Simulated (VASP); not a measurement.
Input of a VASP 6.6.1 run:

File POSCAR:

```
Sn
1.0
   -1.8625328716      1.8625328716      1.8625328716
    1.8625328716     -1.8625328716      1.8625328716
    1.8625328716      1.8625328716     -1.8625328716
Sn
1
Direct
    0.0000000000      0.0000000000      0.0000000000
```

The input INCAR.step1:

```
PREC = Accurate ; ENCUT = 520
ISMEAR = -1 ; SIGMA = 0.08
LREAL = F ; LASPH = T
NELM = 80 ; NBANDS = 13
GGA = PE ; ALGO = Normal
EDIFF = 1E-4 ; LWAVE = T
LCHARG = F
```

INCAR.step2

```
PREC = Accurate ; ENCUT = 520
EDIFF = 1E-6 ; ISMEAR = -1
SIGMA = 0.08 ; LREAL = F
LASPH = T ; NELM = 80
ALGO = Normal ; ISIF = 2
LWAVE = F ; LCHARG = F
METAGGA = R2SCAN ; LMIXTAU = T
NBANDS = 13 ; ISTART = 1
```

Contents of KPOINTS:

```
regular mesh
0
Gamma
  14 14 14
```

Potentials or basis: VASP PAW PBE potentials, release 64 (Sn_d).

Run with:

```bash
$ cat potpaw_PBE.64/Sn_d/POTCAR > POTCAR
$ cp INCAR.step1 INCAR
$ mpirun -np 1 vasp_std > vasp.out
$ cp INCAR.step2 INCAR
$ mpirun -np 1 vasp_std > vasp.out
```

Task: What does it give for the pressure?

Result: 2.4 GPa.

Task: Estimate the band gap on the k mesh.

Result: None (metal or under the smearing width).

Caveat: the PAW data sets were made with another functional, which shifts forces and pressure a little.
